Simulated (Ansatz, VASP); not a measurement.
**Mn in VASP and in Ansatz**

```
Mn
1.0
    -1.43214    1.43214    1.43214
     1.43214   -1.43214    1.43214
     1.43214    1.43214   -1.43214
Mn
1
Direct
  0.00000 0.00000 0.00000
```

The cell was built by a generator and needn't be a form met in nature.

Alike in both runs: task relaxation of cell and atoms; functional LDA; k mesh 15 × 15 × 15; occupations fermi-dirac, width 0.1 eV; no spin polarisation.

```csv
,VASP,Ansatz
version,VASP 6.6.1,Ansatz 0.2.0
potentials or method,"VASP PAW LDA potentials, release 64 (Mn_pv)","plane waves (420 eV) with PAW, scalar-relativistic"
plane-wave cutoff (eV),600,420
valence electrons in the cell,13,15
```

|  | VASP | Ansatz | Ansatz less VASP |
| --- | --- | --- | --- |
| relaxed volume (Å³/atom) | 10.14 | 10.13 | -0.004 |
| relaxed cell length with the largest relative difference (Å) | 2.362 | 2.361 | -0.0003 |
| energy change over the relaxation (meV/atom) | -199 | -201 | -2.3 |

The two sets of potentials don't hold the same shells in valence. Ansatz warned: «pseudo_functional_mismatch».

Caveats: the run has no spin polarisation, though such a crystal can be magnetic. Spin polarisation is off, so any magnetic state and its effect on volume and gap are missing.
